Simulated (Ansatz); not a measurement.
The calculation used DFT PBE, scalar-relativistic, plane waves, PAW in Ansatz 0.2.0. Settings: cutoff 420 eV, Γ-centred meshes spaced at most about 0.3 Å⁻¹ (2π included), Gaussian smearing. No spin polarisation in the final relaxations.

All energies are static (0 K, no zero-point motion).

Two relaxed structures of C:

1. Space group P6_3/mcm (No. 193), hexagonal, a = 8.096 Å, c = 2.468 Å. Around C lie 3 C at 1.43–1.44 Å.

2. Space group Cmce (No. 64), orthorhombic, a = 4.364 Å, b = 5.052 Å, c = 4.370 Å. Around C lie 4 C at 1.53–1.58 Å.

Problem. Which form is favoured at zero pressure, and by what margin per atom?

Solution. Cell 2 is lower, by 137 meV/atom. Cell 1 has space group P6_3/mcm (No. 193), 11.7 Å³/atom and a gap of 0.23 eV on its mesh; cell 2 has space group Cmce (No. 64), 6.0 Å³/atom and a gap of 2.76 eV. Counting all near atoms (those within 1.25 times the shortest such distance or 1.15 times the sum of covalent radii), cell 1 has C 3 and cell 2 has C 4. Both come from invented guesses. The part of the Crystallography Open Database at hand lists C in space groups No. 58, 69, 71, 141, 166 and others; no cell shown has one of them.

No dispersion correction is applied, so the spacing and binding between layers, chains or molecules are poorly described (P6_3/mcm), and this can change margins and order among such cells. Kohn–Sham gaps at this level usually fall short of measured ones. Cells relaxed within their symmetry can be saddle points.

The denser, fourfold-coordinated network lies below the threefold-coordinated one by 137 meV/atom. This is not a general preference for sp³ over sp² carbon, since flat graphite and diamond are nearly degenerate. The 2.468 Å axis matches the zigzag repeat of graphene, and with the open volume and threefold bonding this suggests an array of very narrow armchair nanotubes. Curvature would then misalign the π orbitals and strain the σ framework, raising the energy; missing attraction between tubes may also contribute to the margin. Because the favoured cell is also much the denser, compression should initially widen its advantage.

The gaps follow the bonding: σ and σ* states are well separated in the saturated network, whereas π and π* states lie close together in the other. If the tube assignment holds, the 0.23 eV gap is doubtful, because isolated armchair tubes are metallic and a discrete mesh can miss the band crossing. The ordering concerns these two cells only and doesn't make the lower one a competitor to diamond or graphite.
